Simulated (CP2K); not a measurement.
Crystal: Sb.

```
CELL_PARAMETERS angstrom
3.12240 0.00000 0.00000
0.00000 4.34752 0.00000
-0.03891 0.00000 4.40585
ATOMIC_POSITIONS crystal
Sb 0.01139 0.25000 0.24117
Sb 0.98861 0.75000 0.75883
```

This isn't the form of Sb at room conditions, which is rhombohedral.

Base run:

- Program: CP2K 2026.2
- Functional: PBE
- Potentials or basis: POTENTIAL_UZH Sb GTH-PBE-q5; ccGRB-D basis
- Density cutoff: 6123 eV
- k mesh: 9 × 6 × 6
- Occupations: fermi-dirac, width 0.05 eV
- Spin: no spin polarisation

Its results: band gap on the k mesh none (metal or under the smearing width); pressure 2.6 GPa; largest force 0.102 eV/Å.

**Question.** The run is repeated on the same cell with these changes: potentials or basis from POTENTIAL_UZH Sb GTH-PBE-q5; ccGRB-D basis to POTENTIAL_UZH Sb GTH-PBE-q5; TZVP-MOLOPT-PBE-GTH basis; basis sets from Sb ccGRB-D-q5 to Sb TZVP-MOLOPT-PBE-GTH-q5. What comes out?

**Answer.** Band gap on the k mesh none (metal or under the smearing width); pressure 1.4 GPa; largest force 0.069 eV/Å.

Caveats: the basis of atomic orbitals isn't converged, which shifts pressures, moduli and gaps.
